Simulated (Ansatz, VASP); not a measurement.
**NaI in VASP and in Ansatz**

Contents of INCAR:

```
PREC = Accurate
ENCUT = 520
EDIFF = 1E-6
ISMEAR = 0
SIGMA = 0.01
LREAL = False
LASPH = True
NELM = 100
ALGO = Normal
ISIF = 2
LWAVE = False
LCHARG = False
GGA = PS
NBANDS = 14
```

The input KPOINTS:

```
regular mesh
0
Gamma
  6 6 6
```

File POSCAR:

```
NaI
1.0
    0.0000000000      3.2297205553      3.2297205553
    3.2297205553      0.0000000000      3.2297205553
    3.2297205553      3.2297205553      0.0000000000
Na I
1 1
Direct
    0.0000000000      0.0000000000      0.0000000000
    0.5000000000      0.5000000000      0.5000000000
```

Input for Ansatz:

```yaml
crystal:
  lattice:
    - [0.0, 3.2297205553, 3.2297205553]
    - [3.2297205553, 0.0, 3.2297205553]
    - [3.2297205553, 3.2297205553, 0.0]
  atoms:
    - { symbol: Na, position: [0.0, 0.0, 0.0] }
    - { symbol: I, position: [0.5, 0.5, 0.5] }
kpoints:
  mp_grid: { grid: [6, 6, 6] }
hamiltonian:
  xc: pbesol
scf:
  occupations: { method: fixed }
  n_extra_bands: 4
  eigensolver: { kind: dense }
output:
  forces: true
  stress: true
  eigenvalues: true
```

Alike in both runs: task single point; functional PBEsol; k mesh 6 × 6 × 6; no spin polarisation.

|  | VASP | Ansatz |
| --- | --- | --- |
| version | VASP 6.6.1 | Ansatz 0.2.0 |
| potentials or method | VASP PAW PBE potentials, release 64 (Na_pv, I) | plane waves |
| plane-wave cutoff (eV) | 520 | 420 |
| occupations | gaussian, width 0.01 eV | fixed |
| valence electrons in the cell | 14 | 26 |

VASP gave:

```
gap on the k mesh at the Fermi level (eV) : 3.52
pressure (GPa)                            : -0.4
```

Question: Estimate Ansatz's values.

Answer: gap on the k mesh at the Fermi level (eV): 3.53; pressure (GPa): -0.4.

The two sets of potentials don't hold the same shells in valence.

Caveats: the PAW data sets were made with another functional, which shifts forces and pressure a little (VASP); spin-orbit coupling is left out, which moves the levels of the heavy elements. Expect the measured gap to be larger: semilocal functionals such as PBEsol lack the derivative discontinuity.
